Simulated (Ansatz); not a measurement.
## BaTe, space group Pm-3m: a scan of one input key, step by step

Program: Ansatz 0.2.0 through its Python package.

Input file `bate.xyz`:
```text
2
Lattice="4.262466 0.0 0.0 0.0 4.262466 0.0 0.0 0.0 4.262466" Properties=species:S:1:pos:R:3 pbc="T T T"
Ba    0.00000000    0.00000000    0.00000000
Te    2.13123300    2.13123300    2.13123300
```

At the Python prompt:
```pycon
>>> import warnings
>>> import ansatz as az
>>> warnings.simplefilter("ignore", az.DeckWarning)
>>> structure = az.Crystal.from_extxyz("bate.xyz")
>>> [site.symbol for site in structure.resolved().sites]
['Ba', 'Te']
>>> model = (
...     structure.calculation()
...     .functional("PBEsol")
...     .basis(470)
...     .kpoints(4, center="gamma")
...     .occupations("Fixed")
...     .band_table()
... )
>>> typed = model.input()
>>> rows = []
>>> for value in [2, 6, 12]:
...     edited = typed.set(az.key.scf.n_extra_bands, value)
...     summary = az.Session.from_dict(edited).plan().execute().report
...     rows.append((value, summary["free_energy_ev"], summary["n_iterations"], len(summary["eigenvalues_ev"][0]) if "eigenvalues_ev" in summary else 0))
...

>>> print("   extra bands            F eV      iterations    bands listed")
   extra bands            F eV      iterations    bands listed
>>> for row in rows:
...     print(f"{str(row[0]):>14s}  {row[1]:14.5f}  {row[2]:14d}  {row[3]:14d}")
...
             2    -12767.38995               6              15
             6    -12767.38995               6              19
            12    -12767.38995               6              25
```

Absolute energies stand on the zero of these potentials, so only differences at equal settings mean something. A total without «per atom» is that of the cell as typed. This cell is a computed structure, which may not be the phase found in nature. Wall time of the script: 6 s on 1 thread of Arm Neoverse V2 (shared host), peak memory 0.37 GiB.

(Lines on the test bed's own set-up are left out of the output.)
